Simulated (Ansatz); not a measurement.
Ionic part of the dielectric constant of HfS$_{2}$ at 2 GPa, mode by mode

Level of theory: DFT PBE+D3(BJ), scalar-relativistic, plane waves, PAW in Ansatz 0.2.0. Plane waves to 420 eV; Γ-centred k mesh 12×12×6; fixed occupations. No spin polarisation. Phonons by linear response, acoustic sum rule imposed.

The structure is trigonal, space group P-3m1 (No. 164). The conventional cell has a = 3.573 Å, b = 3.573 Å, c = 5.592 Å, α = 90.00°, β = 90.00°, γ = 120.00°. Around Hf (site symmetry -3m) lie 6 S at 2.53 Å. S (site symmetry 3m) is surrounded by 3 Hf at 2.53 Å.

Spin–orbit coupling is left out, which matters for heavy elements.

The primitive cell has V = 61.84 Å³ and ε∞,yy = 11.381. Each polar mode adds Δε = (4.92064×10⁷/V)·S/ν² along y, with S its oscillator strength in e²/amu, ν in cm⁻¹ and V in Å³.

Question: From these modes, find each Δε and ε0,yy.
```tsv
ν (cm⁻¹)	S_yy (e²/amu)
158.2	0.9484
```

Answer:
```csv
ν (cm⁻¹),Δε
158.2,30.17
```

The sum is 30.169, so ε0,yy = 41.55; the run's tensor has 41.55.

Question: Where do the longitudinal modes lie for a wave vector along y?

Answer: At 302 cm⁻¹. The Lyddane–Sachs–Teller product Π(ν_LO/ν_TO)² = 3.65 matches ε0/ε∞ = 3.65.

Cost: 1 run of about 5.9 core-minutes, on Arm Neoverse V2 (shared hosts).

Lattice polarisation dominates the static in-plane response: the single polar mode at 158.2 cm⁻¹ contributes 30.17 of the total 41.55. In this mode the Hf and S sublattices move against each other within the layer. Its large oscillator strength suggests Born effective charges well above what static ionicity would give, as expected when the motion modulates the mixing of filled S 3p with empty Hf 5d states and so drives charge along the bonds. The low transverse frequency amplifies the effect, since the contribution scales with its inverse square. The same strong dipole creates the macroscopic field that lifts the longitudinal mode to 302 cm⁻¹, despite considerable electronic screening. That screening is probably overestimated, because semilocal functionals tend to make the gap too small; a lower ε∞ would widen the splitting further while leaving the ionic term unchanged for the same mode strength and frequency. Trigonal symmetry makes the response isotropic within the layer, but the out-of-plane response involves a different polar mode and can't be inferred from this one.
